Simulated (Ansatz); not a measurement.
**PbS in Ansatz: the effect of functional**

PbS:

```
Pb S
1.0
     2.08411    1.20326    3.40526
    -2.08411    1.20326    3.40526
     0.00000   -2.40652    3.40526
Pb S
1 1
Direct
  0.98057 0.98057 0.98057
  0.47504 0.47504 0.47504
```

The cell is a database's computed one.

The cell isn't the ideal one: volume scaled by 0.96.

Alike in all runs:

| Property | Result |
| --- | --- |
| Program | Ansatz 0.2.0 |
| Task | single point |
| Potentials or basis | Ansatz PAW |
| k mesh | 8 × 8 × 8 |
| Occupations | fermi-dirac, width 0.05 eV |
| Spin | no spin polarisation |

Problem. One run gave: gap on the mesh 0.21 eV; pressure 0.2 GPa; largest force 0.03 eV/Å. Which functional did it use?
A. PBEsol
B. LDA
C. r2SCAN

Solution. A.

```csv
functional,cutoff,gap on the mesh (eV),pressure (GPa),largest force (eV/Å)
LDA,420 eV (not typed: the program's choice for these potentials),0.20,-1.6,0.02
PBEsol,420 eV (not typed: the program's choice for these potentials),0.21,0.2,0.03
r2SCAN,500 eV (not typed: the program's choice for these potentials),0.55,2.5,0.03
```

Caveats: spin-orbit coupling is left out, which as a rule narrows the gap of such compounds by several tenths of an eV; the PAW data sets come from PBE, with cores solved anew for the run's functional, which leaves a small shift of forces and pressure.

A k mesh can miss the band edges.
